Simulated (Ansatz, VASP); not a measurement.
One calculation of Al, two programs

```
Al
1.0
     0.00000    2.08470    2.02398
     2.08470    0.00000    2.02398
     2.08470    2.08470    0.00000
Al
1
Direct
  0.00000 0.00000 0.00000
```

Change from the starting cell: strain +0.030 along x and y, +0.000 along z, atoms carried along.

Alike in both runs: task single point; functional PBEsol; k mesh 20 × 20 × 20; occupations gaussian, width 0.15 eV; no spin polarisation.

```csv
,VASP,Ansatz
version,VASP 6.6.1,Ansatz 0.2.0
potentials or method,"VASP PAW PBE potentials, release 64 (Al)","scalar-relativistic, plane waves, PAW"
plane-wave cutoff (eV),520,420
valence electrons in the cell,3,3
```

|  | VASP | Ansatz | Ansatz less VASP |
| --- | --- | --- | --- |
| gap on the k mesh at the Fermi level (eV) | none | none | - |
| pressure (GPa) | -5.6 | -5.6 | -0.04 |
| largest component of the traceless stress (GPa) | 0.41 | 0.41 | +0.001 |

A gap of «none» marks a metal or a gap that the smearing closes. With one functional, cell and mesh, what is left measures potentials, basis and numerics.

Caveats: the PAW data sets were made with another functional, which shifts forces and pressure a little (VASP).
